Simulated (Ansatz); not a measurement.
## CdSe: relaxation of cell and atoms with PBE

Crystal: CdSe.

```
Cd Se
1.0
     3.55686    0.00000    0.00000
     0.00000    3.55686    0.00000
     0.00000    0.00000    3.55686
Cd Se
1 1
Cartesian
  1.7784 1.7784 1.7784
  0.0000 0.0000 0.0000
```

The cell was built by a generator and needn't be a form met in nature.

```yaml
Program: Ansatz 0.2.0
Task: relaxation of cell and atoms
Functional: PBE
Potentials_or_basis: Ansatz PAW
Cutoff: "420 eV (not typed: the program's choice for these potentials)"
k_mesh: 8 × 8 × 8
Occupations: fermi-dirac, width 0.05 eV
Spin: no spin polarisation
Target_pressure: 2 GPa
Target_pressure_GPa: 2
```

```
Relaxed volume                                         : 21.81 Å³/atom
Relaxed cell                                           : a = 3.520 Å, b = 3.520 Å, c = 3.520 Å, α = 90.00°, β = 90.00°, γ = 90.00°
Space group after relaxing (to 0.05 Å)                 : Pm-3m (No. 221)
Energy change on relaxing (the enthalpy is what falls) : +4.2 meV/atom
Ionic steps                                            : 4
Pressure after relaxing                                : 2.0 GPa
Band gap on the k mesh                                 : none (metal or under the smearing width)
```

The path:
```
step  energy change (eV)  largest force (eV/Å)  volume (Å³)
   1              0.0000                0.0000        45.00
   2              0.0164                0.0000        43.04
   3              0.0080                0.0000        43.61
   4              0.0083                0.0000        43.61
```

Final structure:
```
Cd Se
1.0
     3.51989    0.00000    0.00000
     0.00000    3.51989    0.00000
     0.00000    0.00000    3.51989
Cd Se
1 1
Direct
  0.50000 0.50000 0.50000
  0.00000 0.00000 0.00000
```

Levels at points of the mesh, in eV from the Fermi level:
```tsv
k point	band 16	band 17	band 18	band 19	band 20	band 21
(0.00, 0.00, 0.00)	-1.50	-1.21	-1.21	-1.21	6.13	6.13
(0.00, 0.00, -0.50)	-6.08	0.08	0.08	2.78	4.11	6.62
(0.00, -0.50, -0.50)	-4.53	-4.53	-1.47	0.19	7.24	7.24
(-0.50, -0.50, -0.50)	-2.22	-2.22	-2.22	1.40	1.40	1.40
```

Wall time 4.5 s on 2 threads of Arm Neoverse V1, on a shared host, peak memory 0.33 GiB.

Caveat: the plane-wave basis is chosen anew once the cell has moved, so the energies of steps on either side of that aren't comparable.
